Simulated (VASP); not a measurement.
Here is a VASP 6.6.1 calculation.

INCAR

```
SYSTEM = Ta8C7
ALGO     = Fast           ! electronic algorithm
EDIFF    = 1E-6           ! SCF threshold, eV
ENCUT    = 520            ! plane-wave cutoff, eV
GGA      = PE             ! functional
ISIF     = 2              ! what is computed and relaxed
ISMEAR   = 1              ! smearing method
LASPH    = .TRUE.         ! aspherical terms in the spheres
LCHARG   = .FALSE.        ! write CHGCAR
LREAL    = Auto         
LWAVE    = .FALSE.        ! write WAVECAR
NBANDS   = 71             ! bands
NELM     = 100            ! most SCF steps
PREC     = Accurate       ! precision mode
SIGMA    = 0.15           ! smearing width, eV
```

KPOINTS

```
k-points
0
G
  3 3 3
  0 0 0
```

File POSCAR:

```
Ta8C7
1.0
    0.0000000000      4.4626960000      4.4626960000
    4.4626960000      0.0000000000      4.4626960000
    4.4626960000      4.4626960000      0.0000000000
Ta C
8 7
Direct
   -0.0015883896      0.0011359725     -0.0053919200
    0.0063263328      0.0090506949      0.4970099913
   -0.0041907403      0.5054072695     -0.0023436506
   -0.0334843556      0.5347020052      0.4981377849
    0.5026836917     -0.0014671625     -0.0023437626
    0.5319774190     -0.0307617861      0.4981386812
    0.4921667306      0.4948893001      0.0111707138
    0.5000814530      0.5028044707      0.4929393577
    0.2492459715      0.2519694373      0.3686796053
    0.2465611594      0.7591241931      0.2459906523
    0.2519319039      0.7448158019      0.7504594756
    0.7564002791      0.2492846253      0.2459908764
    0.7420926722      0.2546557059      0.7504593636
    0.7492466437      0.7519701095      0.2318627574
    0.7492466437      0.7519698855      0.7697752659
```

Potentials or basis: VASP PAW PBE potentials, release 64 (Ta_pv, C).

Launch:

```console
$ cat potpaw_PBE.64/Ta_pv/POTCAR potpaw_PBE.64/C/POTCAR > POTCAR
$ mpirun -np 1 vasp_std > vasp.out
```

(1) Predict the pressure.

(2) What does it give for the largest force?

Answers

(1) 5.8 GPa.

(2) 4.341 eV/Å.

Caveat: the k mesh is coarse (spacing up to 0.41 Å⁻¹), so the values aren't converged.
